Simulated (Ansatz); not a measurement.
Runs of Ansatz 0.2.0 on ZrC. The structure is cubic, space group Fm-3m (No. 225). The conventional cell has a = 4.730 Å, b = 4.730 Å, c = 4.730 Å, α = 90.00°, β = 90.00°, γ = 90.00°. Around Zr (site symmetry m-3m) lie 6 C at 2.37 Å. C (site symmetry m-3m) is surrounded by 6 Zr at 2.37 Å. 

| task | level | points for each segment of the path | gap on the mesh (eV) | pressure (GPa) | V0 of scaled cells (Å³/atom) | B0 (GPa) |
| --- | --- | --- | --- | --- | --- | --- |
| single point | PBE0 | - | none | -5.9 | - | - |
| equation of state | HSE06 | - | - | - | 12.89 | 238 |
| equation of state | PBE0 | - | - | - | 12.89 | 240 |
| band structure | HSE06 | 4 | none | (a) | - | - |

Alike in all rows: potentials or basis Ansatz PAW; no spin polarisation; cell as given; k mesh 6 × 6 × 6; cutoff (eV) 420; smearing fermi-dirac 0.05 eV; the mesh is coarse, so values aren't converged.

Question: Fill in the values left out.

Answer: (a) -5.8.

Caveats: all runs use coarse meshes; the PAW data sets come from PBE, with cores solved anew for the run's functional, which leaves a small shift of forces and pressure (some runs); the thresholds are loose for stress (some runs); the PAW data sets were made with another functional, which shifts forces and pressure a little (some runs).

A k mesh can miss the band edges, and the runs leave out spin-orbit coupling on Zr.

A gap of «none» marks a metal or a gap under the smearing width.
